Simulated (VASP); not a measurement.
Wanted: the native input for a VASP 6.6.1 run.

```yaml
Task: single point
Functional: PBE
Potentials_or_basis: VASP PAW PBE potentials, release 64 (Cd, Se)
Cutoff: 520 eV
k_mesh: 12 × 12 × 12
Occupations: fermi-dirac, width 0.15 eV
Spin: no spin polarisation
Dipole_correction: no
Further_INCAR_settings: ALGO = Fast; EDIFF = 1e-06; NBANDS = 16
```

The structure of CdSe lies in POSCAR:

```
CdSe
1.0
    3.5524000000      0.0000000000      0.0000000000
    0.0000000000      3.5524000000      0.0000000000
    0.0000000000      0.0000000000      3.5524000000
Cd Se
1 1
Direct
    0.0000000000      0.0000000000      0.0000000000
    0.5000000000      0.5000000000      0.5000000000
```

Measurements of this composition are mostly on another form, of space group No. 186.

The input as run:

INCAR

```
ALGO = Fast
EDIFF = 1E-6
ENCUT = 520
GGA = PE
ISIF = 2
ISMEAR = -1
LASPH = True
LCHARG = False
LREAL = False
LWAVE = False
NBANDS = 16
NELM = 80
PREC = Accurate
SIGMA = 0.15
```

KPOINTS

```
k-points
0
Gamma
  12 12 12
```

Potentials or basis: VASP PAW PBE potentials, release 64 (Cd, Se).

Run with:

```console
$ cat potpaw_PBE.64/Cd/POTCAR potpaw_PBE.64/Se/POTCAR > POTCAR
$ mpirun -np 1 vasp_std > vasp.out
```

It gave:

- Pressure: 0.6 GPa
- Band gap on the k mesh: none (metal or under the smearing width)

Run time: 27 s on 1 thread of Intel(R) Xeon(R) Platinum 8559C (Emerald Rapids) (shared host), peak memory 0.19 GiB.
